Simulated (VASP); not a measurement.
Input of a VASP 6.6.1 run:

The input INCAR:

```
ALGO = Normal
EDIFF = 1E-7
ENCUT = 520
GGA = CA
ISIF = 2
ISMEAR = 0
LASPH = True
LCHARG = False
LREAL = False
LWAVE = False
NBANDS = 11
NELM = 80
PREC = Accurate
SIGMA = 0.03
```

KPOINTS

```
k-points
0
Gamma
  14 14 14
```

POSCAR

```
C                                       
1.0
    0.0000000000      1.7858054497      1.7858054497
    1.7858054497      0.0000000000      1.7858054497
    1.7858054497      1.7858054497      0.0000000000
  C             
     2
Direct
     0.0000000000000000    0.0000000000000000    0.0000000000000000
     0.2500000000000000    0.2500000000000000    0.2500000000000000
```

The input KPOINTS_OPT:

```
explicit points
159
Reciprocal
 0.0000000000  0.0000000000  0.0000000000 1
 0.0357142857  0.0000000000  0.0357142857 1
 0.0714285714  0.0000000000  0.0714285714 1
 0.1071428571  0.0000000000  0.1071428571 1
 0.1428571429  0.0000000000  0.1428571429 1
 0.1785714286  0.0000000000  0.1785714286 1
[... 151 lines left out ...]
 0.4250000000  0.0000000000  0.4250000000 1
 0.4500000000  0.0000000000  0.4500000000 1
```

Potentials or basis: VASP PAW LDA potentials, release 64 (C).

Launch:

```bash
$ cat potpaw_LDA.64/C/POTCAR > POTCAR
$ mpirun -np 1 vasp_std > vasp.out
```

Q: What does it give for the pressure?

A: -13.4 GPa.

Q: Estimate the band gap along the path.

A: 4.09 eV, indirect (least direct gap 5.53 eV).

Q: Estimate the band gap on the k mesh.

A: 4.09 eV, indirect (least direct gap 5.53 eV).

Levels at the corners of the path, in eV from the valence-band top:
| point | band 1 | band 2 | band 3 | band 4 | band 5 | band 6 | band 7 | band 8 | band 9 |
| --- | --- | --- | --- | --- | --- | --- | --- | --- | --- |
| Γ | -21.26 | 0.00 | 0.00 | 0.00 | 5.53 | 5.53 | 5.53 | 13.46 | 18.95 |
| X | -12.58 | -12.58 | -6.27 | -6.27 | 4.70 | 4.70 | 16.57 | 16.57 | 22.85 |
| X | -12.58 | -12.58 | -6.27 | -6.27 | 4.70 | 4.70 | 16.57 | 16.57 | 22.85 |
| W | -11.75 | -11.75 | -8.32 | -8.32 | 10.42 | 10.42 | 12.28 | 12.28 | 20.98 |
| W | -11.75 | -11.75 | -8.32 | -8.32 | 10.42 | 10.42 | 12.28 | 12.28 | 20.98 |
| K | -12.74 | -11.56 | -9.32 | -5.33 | 5.60 | 10.62 | 14.19 | 15.47 | 18.42 |
| K | -12.74 | -11.56 | -9.32 | -5.33 | 5.60 | 10.62 | 14.19 | 15.47 | 18.42 |
| Γ | -21.26 | 0.00 | 0.00 | 0.00 | 5.53 | 5.53 | 5.53 | 13.46 | 18.95 |
| Γ | -21.26 | 0.00 | 0.00 | 0.00 | 5.53 | 5.53 | 5.53 | 13.46 | 18.95 |
| L | -15.45 | -13.31 | -2.78 | -2.78 | 8.37 | 8.37 | 8.96 | 15.37 | 21.47 |
| L | -15.45 | -13.31 | -2.78 | -2.78 | 8.37 | 8.37 | 8.96 | 15.37 | 21.47 |
| U | -12.74 | -11.56 | -9.32 | -5.33 | 5.60 | 10.62 | 14.19 | 15.47 | 18.42 |
| U | -12.74 | -11.56 | -9.32 | -5.33 | 5.60 | 10.62 | 14.19 | 15.47 | 18.42 |
| W | -11.75 | -11.75 | -8.32 | -8.32 | 10.42 | 10.42 | 12.28 | 12.28 | 20.98 |
| W | -11.75 | -11.75 | -8.32 | -8.32 | 10.42 | 10.42 | 12.28 | 12.28 | 20.98 |
| L | -15.45 | -13.31 | -2.78 | -2.78 | 8.37 | 8.37 | 8.96 | 15.37 | 21.47 |
| L | -15.45 | -13.31 | -2.78 | -2.78 | 8.37 | 8.37 | 8.96 | 15.37 | 21.47 |
| K | -12.74 | -11.56 | -9.32 | -5.33 | 5.60 | 10.62 | 14.19 | 15.47 | 18.42 |
| U | -12.74 | -11.56 | -9.32 | -5.33 | 5.60 | 10.62 | 14.19 | 15.47 | 18.42 |
| X | -12.58 | -12.58 | -6.27 | -6.27 | 4.70 | 4.70 | 16.57 | 16.57 | 22.85 |

Expect the measured gap to be larger: semilocal functionals such as LDA lack the derivative discontinuity.
